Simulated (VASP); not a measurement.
# CdSe, relaxation of the cell: which settings are enough?

CdSe, F-43m (no. 216), 2 atoms in the cell. LDA; PAW potentials Cd, Se (LDA set). VASP 6.6.1. The cell is changed on purpose: volume scaled by 1.03.

Wanted: cell volume within 0.2 %; lattice lengths within 0.1 %; shortest distances from each atom, periodic images included within 0.005 Å.

What the run is for: cell; Accuracy asked: standard.

The series start from Plane-wave cutoff (eV): 410; k-point mesh: 5 × 5 × 5; Relaxation passes: 2; Ionic threshold (EDIFFG): -0.005; Electronic threshold (eV): 1e-6; Precision mode (PREC): Accurate; Relaxation algorithm: IBRION=2 POTIM=0.5. Each series keeps the choices made before it, and each single choice may use up half of a tolerance. Times cover all steps of a run.

## Plane-wave cutoff (eV)

| Plane-wave cutoff (eV) | Cell volume (Å³) | Lattice lengths, largest deviation against the largest value | Shortest distances from each atom, periodic images included, largest deviation (Å) | Time (s) |
|---|---|---|---|---|
| 280 | 54.23 | 0.29 % | 0.0076 | 18 |
| 320 | 54.62 | 0.054 % | 0.0014 | 27 |
| 360 | 54.31 | 0.24 % | 0.0064 | 29 |
| 410 | 54.39 | 0.19 % | 0.0051 | 33 |
| 480 | 54.71 | 0.0014 % | 0.0000 | 27 |
| 580 | 54.67 | 0.027 % | 0.0007 | 38 |
| 720 (reference) | 54.71 | 0 % | 0.0000 | 53 |

Chosen: 480, the loosest value from which every tighter one stays within half of the tolerance.

## k-point mesh

| k-point mesh | Cell volume (Å³) | Lattice lengths, largest deviation against the largest value | Shortest distances from each atom, periodic images included, largest deviation (Å) | Time (s) |
|---|---|---|---|---|
| 3 × 3 × 3 | 55.53 | 0.53 % | 0.0138 | 16 |
| 4 × 4 × 4 | 54.87 | 0.13 % | 0.0034 | 22 |
| 5 × 5 × 5 | 54.71 | 0.034 % | 0.0009 | 27 |
| 6 × 6 × 6 | 54.67 | 0.0084 % | 0.0002 | 39 |
| 8 × 8 × 8 (reference) | 54.66 | 0 % | 0.0000 | 64 |

Chosen: 6 × 6 × 6.

## Relaxation passes

| Relaxation passes | Cell volume (Å³) | Lattice lengths, largest deviation against the largest value | Shortest distances from each atom, periodic images included, largest deviation (Å) | Time (s) |
|---|---|---|---|---|
| 1 | 54.67 | 0 % | 0.0000 | 28 |
| 2 | 54.67 | 0 % | 0.0000 | 39 |
| 3 (reference) | 54.67 | 0 % | 0.0000 | 47 |

Chosen: 1.

## Ionic threshold (EDIFFG)

| Ionic threshold (EDIFFG) | Cell volume (Å³) | Lattice lengths, largest deviation against the largest value | Shortest distances from each atom, periodic images included, largest deviation (Å) | Time (s) |
|---|---|---|---|---|
| -0.05 | 54.67 | 0.008 % | 0.0002 | 27 |
| -0.02 | 54.67 | 0.008 % | 0.0002 | 27 |
| -0.01 | 54.67 | 0.008 % | 0.0002 | 29 |
| -0.005 | 54.67 | 0.008 % | 0.0002 | 28 |
| -0.002 (reference) | 54.68 | 0 % | 0.0000 | 44 |

Chosen: -0.05.

## Electronic threshold (eV)

| Electronic threshold (eV) | Cell volume (Å³) | Lattice lengths, largest deviation against the largest value | Shortest distances from each atom, periodic images included, largest deviation (Å) | Time (s) |
|---|---|---|---|---|
| 0.0001 | 54.63 | 0.028 % | 0.0007 | 23 |
| 1e-5 | 54.66 | 0.0075 % | 0.0002 | 24 |
| 1e-6 | 54.67 | 0.00094 % | 0.0000 | 27 |
| 1e-7 (reference) | 54.67 | 0 % | 0.0000 | 30 |

Chosen: 0.0001.

## Precision mode (PREC)

| Precision mode (PREC) | Cell volume (Å³) | Lattice lengths, largest deviation against the largest value | Shortest distances from each atom, periodic images included, largest deviation (Å) | Time (s) |
|---|---|---|---|---|
| Normal | 54.63 | 0.00023 % | 0.0000 | 12 |
| Accurate (reference) | 54.63 | 0 % | 0.0000 | 23 |

Chosen: Normal.

## Relaxation algorithm

| Relaxation algorithm | Cell volume (Å³) | Lattice lengths, largest deviation against the largest value | Shortest distances from each atom, periodic images included, largest deviation (Å) | Time (s) |
|---|---|---|---|---|
| IBRION=2 POTIM=0.5 | 54.63 | 0 % | 0.0000 | 12 |
| IBRION=2 POTIM=0.2 | 54.63 | 0.003 % | 0.0001 | 15 |
| IBRION=1 POTIM=0.5 | 54.7 | 0.043 % | 0.0011 | 13 |
| IBRION=1 POTIM=0.2 | 54.62 | 0.0042 % | 0.0001 | 14 |

Chosen: IBRION=2 POTIM=0.5; no other choice that stays within half of the tolerance saves 30 % of the time.

## All choices together

| Input | Cell volume (Å³) | Lattice lengths, largest deviation against the largest value | Shortest distances from each atom, periodic images included, largest deviation (Å) | Time (s) |
|---|---|---|---|---|
| the program's defaults (naive) | 54.05 | 0.37 % | 0.0097 | 7.8 |
| chosen settings | 54.63 | 0.019 % | 0.0005 | 12 |
| reference settings throughout | 54.66 | 0 % | 0.0000 | 175 |

The tolerance is met.

Values of the reference run: Lattice lengths: 4.26, 4.26, 4.26 Å; Shortest distances from each atom, periodic images included: 2.609, 2.609, 2.609, 2.609, 2.609, 2.609, 2.609, 2.609 Å.

## The input

INCAR.step1:
```
ALGO = Normal
EDIFF = 1E-4
EDIFFG = -0.05
EFERMI = MIDGAP
ENCUT = 480
GGA = CA
GGA_COMPAT = False
IBRION = 2
ISIF = 3
ISMEAR = 0
LASPH = True
LCHARG = False
LREAL = False
LWAVE = False
NELM = 120
NELMIN = 4
NSW = 80
POTIM = 0.5
PREC = Normal
SIGMA = 0.03
```

INCAR.step2, as INCAR.step1 but for:
```
- EDIFFG = -0.05
- IBRION = 2
- ISIF = 3
- NELMIN = 4
- NSW = 80
- POTIM = 0.5
+ ISIF = 2
```

KPOINTS:
```
Automatic mesh
0
Gamma
  6 6 6
  0 0 0
```

POSCAR.step1:
```
CdSe
1.0
    0.0000000000      3.1006719004      3.1006719004
    3.1006719004      0.0000000000      3.1006719004
    3.1006719004      3.1006719004      0.0000000000
Cd Se
1 1
Direct
    0.0000000000      0.0000000000      0.0000000000
    0.2500000000      0.2500000000      0.2500000000
```

Commands (each step's output is kept before the next begins):
```
cat potpaw_LDA.64/Cd/POTCAR potpaw_LDA.64/Se/POTCAR > POTCAR
cp INCAR.step1 INCAR
cp POSCAR.step1 POSCAR
mpirun -np 1 vasp_std > vasp.out
cp CONTCAR POSCAR
cp INCAR.step2 INCAR
mpirun -np 1 vasp_std > vasp.out
```

The chosen input took VASP 6.6.1 12 s on 1 core (Intel Xeon Platinum 8259CL @ 2.50GHz (Skylake/Cascade Lake)), a shared host.

## An input that fails: too few ionic steps

It gives no converged result.

Changes against the starting input:
```
- NSW = 80
- NELM = 120
+ NSW = 2
+ NELM = 74
```
